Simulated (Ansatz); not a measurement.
# Structure types of Sb compared at 370 GPa

Structure types of Sb are relaxed in primitive cells with their symmetry kept at 370 GPa, first on PAW files, then by LAPW. The enthalpy is E + pV at zero temperature, without zero-point motion. Only the types listed were tried, and differences under about 5 meV/atom are mesh noise. The real phase may be another.

All numbers are PBE results (scalar-relativistic) from Ansatz 0.2.0, with Fermi–Dirac smearing of 0.1 eV, no spin polarisation. Methods: LAPW: all electrons, basis error target 0.5 meV/atom; PAW: frozen-core files, cutoff 420 eV.

k meshes: fcc 18×18×18, bcc 19×19×19, hcp 17×17×9, simple hexagonal 18×18×16, omega 9×9×12, diamond 14×14×14.

Spin–orbit coupling is left out, which matters for the heavy atoms.

```csv
start type,ends as,"a, b, c (Å)",V (Å³/atom),"H − H(lowest), LAPW (meV/atom)"
fcc,"fcc, Fm-3m","3.593, 3.593, 3.593",11.60,?
bcc,"bcc, Im-3m","2.850, 2.850, 2.850",11.58,0.0
hcp,"hcp, P6_3/mmc","2.561, 2.561, 4.086",11.60,165.7
simple hexagonal,"simple hexagonal, P6/mmm","2.455, 2.455, 2.302",12.01,1634.6
omega,"omega, P6/mmm","4.082, 4.082, 2.419",11.64,?
diamond,"diamond, Fd-3m","4.821, 4.821, 4.821",14.01,9655.6
```

What belongs in the row "fcc", column "H − H(lowest), LAPW (meV/atom)"?

228.2.

Fill in "H − H(lowest), LAPW (meV/atom)" for the row "omega".

266.8.

Split the lead of bcc over hcp into energy and pV.

For hcp less bcc: ΔE = +115.8 meV/atom, and p·ΔV = 370 GPa × +0.0216 Å³ × 6.242 meV/(GPa·Å³) = +49.9 meV/atom, together 165.7 meV/atom. bcc wins on both counts.
